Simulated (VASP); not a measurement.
Set up this calculation in VASP 6.6.1, as the native input.

```yaml
Task: relaxation of cell and atoms
Functional: PBE
Dispersion: TS
Potentials_or_basis: VASP PAW PBE potentials, release 64 (W_sv)
Cutoff: 600 eV
k_mesh: 12 × 12 × 12
Occupations: fermi-dirac, width 0.05 eV
Spin: no spin polarisation
Further_INCAR_settings: ALGO = Fast; EDIFF = 1e-06; IBRION = 2; EDIFFG = -0.01; NSW = 40; ISIF = 3
```

The structure of W lies in POSCAR:

```
W
1.0
   -1.5823450000      1.5823450000      1.5823450000
    1.5823450000     -1.5823450000      1.5823450000
    1.5823450000      1.5823450000     -1.5823450000
W
1
Direct
    0.0000000000      0.0000000000      0.0000000000
```

These files were run (other wordings do the same):

INCAR

```
SYSTEM = W
PREC = Accurate
ENCUT = 600
EDIFF = 1E-6
ISMEAR = -1
SIGMA = 0.05
LREAL = .FALSE.
LASPH = .TRUE.
NELM = 100
ALGO = Fast
ISIF = 3
LWAVE = .FALSE.
LCHARG = .FALSE.
GGA = PE
IVDW = 2
IBRION = 2
NSW = 40
EDIFFG = -0.01
```

KPOINTS

```
regular mesh
0
G
  12 12 12
  0 0 0
```

Potentials or basis: VASP PAW PBE potentials, release 64 (W_sv).

The run is started by

```sh
$ cat potpaw_PBE.64/W_sv/POTCAR > POTCAR
$ mpirun -np 1 vasp_std > vasp.out
```

Results of the run:

```yaml
Relaxed_volume: 15.34 Å³/atom
Relaxed_cell: a = 2.711 Å, b = 2.711 Å, c = 2.711 Å, α = 109.47°, β = 109.47°, γ = 109.47°
Space_group_after_relaxing_to_0.05_Å: Im-3m (No. 229)
Energy_gained_by_relaxing: 11.1 meV/atom
Ionic_steps: 5
Pressure_after_relaxing: 0.0 GPa
Band_gap_on_the_k_mesh: none (metal or under the smearing width)
Dispersion_energy_per_atom: -1.195 eV
```

Caveat: atom-pairwise D2, TS and ULG terms overbind metals; pairwise dispersion overbinds metals, which lowers pressure and volume.

It took 28 s on 1 thread of Intel(R) Xeon(R) 6975P-C (Granite Rapids) (shared host), peak memory 0.16 GiB.
